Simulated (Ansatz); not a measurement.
Input, command and steps of an Ansatz relaxation.

```yaml
crystal:
  lattice:
    - [3.1000694126, 0.0, 0.0]
    - [-1.5500347063, 2.6847388648, 0.0]
    - [0.0, 0.0, 18.8676246101]
  atoms:
    - { symbol: W, position: [0.6666666667, 0.3333333333, 0.3326615702] }
    - { symbol: W, position: [0.3333333333, 0.6666666667, 0.6659949035] }
    - { symbol: W, position: [0.0, 0.0, 0.9993282369] }
    - { symbol: S, position: [0.3333333333, 0.6666666667, 0.2508537506] }
    - { symbol: S, position: [0.6666666667, 0.3333333333, 0.0811180125] }
    - { symbol: S, position: [0.0, 0.0, 0.584187084] }
    - { symbol: S, position: [0.3333333333, 0.6666666667, 0.4144513458] }
    - { symbol: S, position: [0.6666666667, 0.3333333333, 0.9175204173] }
    - { symbol: S, position: [0.0, 0.0, 0.7477846792] }
basis:
  ecutwfc: 420
kpoints:
  mp_grid: { grid: [12, 12, 2] }
hamiltonian:
  xc: pbesol
scf:
  occupations: { method: gaussian, width: 0.02 }
output:
  forces: true
  stress: true
  eigenvalues: true
  write_density: true
  write_potential: true
  elf: true
  volumetric_format: npy
relax:
  adjacent_minimum: "off"
  f_tol: 0.008
  max_steps: 40
```

```bash
ansatz run input.yaml --threads 1 --pin off --max-ram 2560MiB --backend cpu --events-out ev --progress --plain --runs-dir out
```

Computed with DFT PBEsol, scalar-relativistic, plane waves, PAW in Ansatz 0.2.0.

Of 4 frames 3 are shown, positions in Å and forces in eV/Å; the SCF threshold varies from step to step.

```xyz
9
Lattice="3.1001 0.0000 0.0000 -1.5500 2.6847 0.0000 0.0000 0.0000 18.8676" Properties=species:S:1:pos:R:3:forces:R:3 pbc="T T T" step=1 free_energy_over_end_meV_per_atom=11.59
W     1.5500    0.8949    6.2765    0.0000    0.0000    0.0003
W     0.0000    1.7898   12.5657    0.0000    0.0000    0.0003
W     0.0000    0.0000   18.8549    0.0000    0.0000    0.0003
S     0.0000    1.7898    4.7330    0.0000    0.0000   -0.8807
S     1.5500    0.8949    1.5305    0.0000    0.0000    0.8806
S     0.0000    0.0000   11.0222    0.0000    0.0000   -0.8807
S     0.0000    1.7898    7.8197    0.0000    0.0000    0.8806
S     1.5500    0.8949   17.3114    0.0000    0.0000   -0.8807
S     0.0000    0.0000   14.1089    0.0000    0.0000    0.8806
9
Lattice="3.1001 0.0000 0.0000 -1.5500 2.6847 0.0000 0.0000 0.0000 18.8676" Properties=species:S:1:pos:R:3:forces:R:3 pbc="T T T" step=2 free_energy_over_end_meV_per_atom=1.73
W     1.5500    0.8949    6.2766    0.0000    0.0000    0.0057
W     0.0000    1.7898   12.5658    0.0000    0.0000    0.0057
W     0.0000    0.0000   18.8550    0.0000    0.0000    0.0057
S     0.0000    1.7898    4.6769    0.0000    0.0000    0.3216
S     1.5500    0.8949    1.5866    0.0000    0.0000   -0.3273
S     0.0000    0.0000   10.9661    0.0000    0.0000    0.3216
S     0.0000    1.7898    7.8758    0.0000    0.0000   -0.3273
S     1.5500    0.8949   17.2554    0.0000    0.0000    0.3216
S     0.0000    0.0000   14.1650    0.0000    0.0000   -0.3273
9
Lattice="3.1001 0.0000 0.0000 -1.5500 2.6847 0.0000 0.0000 0.0000 18.8676" Properties=species:S:1:pos:R:3:forces:R:3 pbc="T T T" step=4 free_energy_over_end_meV_per_atom=0.00
W     1.5500    0.8949    6.2766    0.0000    0.0000    0.0004
W     0.0000    1.7898   12.5658    0.0000    0.0000    0.0004
W     0.0000    0.0000   18.8550    0.0000    0.0000    0.0004
S     0.0000    1.7898    4.6930    0.0000    0.0000   -0.0034
S     1.5500    0.8949    1.5705    0.0000    0.0000    0.0030
S     0.0000    0.0000   10.9822    0.0000    0.0000   -0.0034
S     0.0000    1.7898    7.8597    0.0000    0.0000    0.0030
S     1.5500    0.8949   17.2714    0.0000    0.0000   -0.0034
S     0.0000    0.0000   14.1489    0.0000    0.0000    0.0030
```

Time: 77 s on 1 thread of Intel(R) Xeon(R) Platinum 8488C (Sapphire Rapids) (shared host), peak memory 0.55 GiB.

Spin–orbit coupling is left out, which can shift energies with elements as heavy as these. The cell holds layers, and where no dispersion correction was added their binding is poorly described.